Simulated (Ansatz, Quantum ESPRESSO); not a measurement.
# Equation of state of cubic perovskite KTaO3

How stiff is cubic perovskite KTaO3 under hydrostatic load? Each row relaxes cell and atoms at a set pressure. The symmetry of the cell is held, so distortions that would lower it, which this phase may prefer, aren't tested. The phase is followed to these pressures whether or not it stays the stable one.

Calculated with Ansatz 0.2.0, PBEsol, PAW files of the set soft_1, cutoff 600 eV, Fermi–Dirac smearing 0.02 eV, k-mesh 7×7×7, no spin polarisation, no spin-orbit coupling.

Reference cell, relaxed at zero pressure with PBEsol (Pm-3m): a = 3.9842 Å, b = 3.9842 Å, c = 3.9842 Å, α = 90.00°, β = 90.00°, γ = 90.00°.

```
atom       x       y       z
  Ta  0.5000  0.5000  0.5000
   K  0.0000  0.0000  0.0000
   O  0.5000  0.5000  0.0000
   O  0.5000  0.0000  0.5000
   O  0.0000  0.5000  0.5000
```

```
V (Å³/atom)    V/V0  P (GPa)  E − E0 (meV/atom)
    12.9116  1.0208   −3.999                3.3
    12.3573  0.9770    4.998                4.4
    12.0989  0.9565    9.991               16.5
    11.8659  0.9381   14.998               34.6
    11.2826  0.8920   29.998              115.3
```

V0 = 12.6488 Å³ an atom, where the residual pressure P0 is −0.001 GPa. **Question.** Fit the Birch–Murnaghan law and give the pressure and the energy at V = 11.6546 Å³ an atom, a row left out above.

With the Eulerian strain f = ½[(V0/V)^(2/3) − 1] and F = (P − P0)/[3f(1 + 2f)^(5/2)], the third-order law is the line F = B0 + (3/2) B0 (B′ − 4) f.

```csv
f,F (GPa)
0.03959,208.77
0.02176,206.57
0.01504,205.67
0.00783,204.64
−0.00681,202.58
```

A straight line through the 5 rows: the means are 0.01548 for f and 205.65 for F, Σ(Δx)² = 0.001176 and ΣΔxΔy = 0.1571, so the slope is 0.1571/0.001176 = 133.6 and the intercept 205.65 − (133.6)(0.01548) = 203.58.

Hence B0 = 203.6 GPa and B′ = 4 + (133.6)/(1.5 × 203.6) = 4.44. For the withheld volume f = 0.02805, F = 207.32 GPa and P = 19.99 GPa. The run itself gives 20.00 GPa, so the estimate misses by 0.01 GPa, a rounding's worth.

Integrating the same law gives E − E0 = (9/2) B0 V0 f²[1 + (B′ − 4) f] + P0(V0 − V), with 1 GPa Å³ = 6.2415 meV: 57.6 meV an atom. The run itself gives 57.6 meV, so the estimate misses by 0.0 meV, a rounding's worth.

The same fit over all rows at other levels or in other programs gives B0 = 205 GPa with PBEsol (Quantum ESPRESSO, GBRV).

[Logs are printed without paths, hosts, clocks, repeated set-up lines and the standing remarks that a program may print on its own settings, such as how far it seeks lower states.]
